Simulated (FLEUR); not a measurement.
## MoS2: single point with r2SCAN

The system is MoS2.

```
CELL_PARAMETERS angstrom
3.22746 0.00000 0.00000
-1.61373 2.79507 0.00000
0.00000 0.00000 6.31247
ATOMIC_POSITIONS crystal
Mo 0.00000 0.00000 0.50000
S 0.66667 0.33333 0.74468
S 0.33333 0.66667 0.25532
```

Measurements of this composition are mostly on another form, of space group No. 194.

| Quantity | Value |
| --- | --- |
| Program | FLEUR MaX-R8.1 (later development tree) |
| Task | single point |
| Functional | r2SCAN |
| Potentials or basis | all-electron |
| Basis | FLAPW |
| Kmax | 5.44 1/bohr |
| k mesh | 9 × 9 × 4 |
| Occupations | fermi-dirac, width 0.05 eV |
| Spin | no spin polarisation |

| Item | Value |
| --- | --- |
| Band gap on the k mesh | none (metal or under the smearing width) |
| Valence electrons inside the program's atomic spheres | Mo 11.90; S 3.21 (radii Mo 2.4, S 1.8 bohr) |

Levels at points of the mesh, in eV from the Fermi level:
| k point | band 10 | band 11 | band 12 | band 13 | band 14 | band 15 | band 16 | band 17 |
| --- | --- | --- | --- | --- | --- | --- | --- | --- |
| (0.00, 0.00, 0.00) | -2.02 | -1.06 | -1.00 | -1.00 | -0.43 | -0.43 | 3.34 | 3.34 |
| (0.00, 0.00, 0.50) | -3.79 | -1.01 | -1.01 | -0.50 | -0.50 | -0.07 | 3.50 | 3.50 |

Core levels (eV from the Fermi level):
| atom | levels |
| --- | --- |
| 1 Mo | 1s1/2 -19812.4, 2s1/2 -2796.0, 2p1/2 -2571.6, 2p3/2 -2465.0, 3s1/2 -474.3, 3p1/2 -389.0, 3p3/2 -371.4, 3d3/2 -220.7, 3d5/2 -217.4 |
| 2 S | 1s1/2 -2400.5, 2s1/2 -206.1, 2p1/2 -151.5, 2p3/2 -150.3 |
| 3 S | 1s1/2 -2400.5, 2s1/2 -206.1, 2p1/2 -151.5, 2p3/2 -150.3 |

Wall time 7.4 min on 1 thread of Arm Neoverse V2, on a shared host, peak memory 0.13 GiB.

Caveat: the meta-GGA is that of a development version, with a GGA for the radial functions and cores and without core tails.
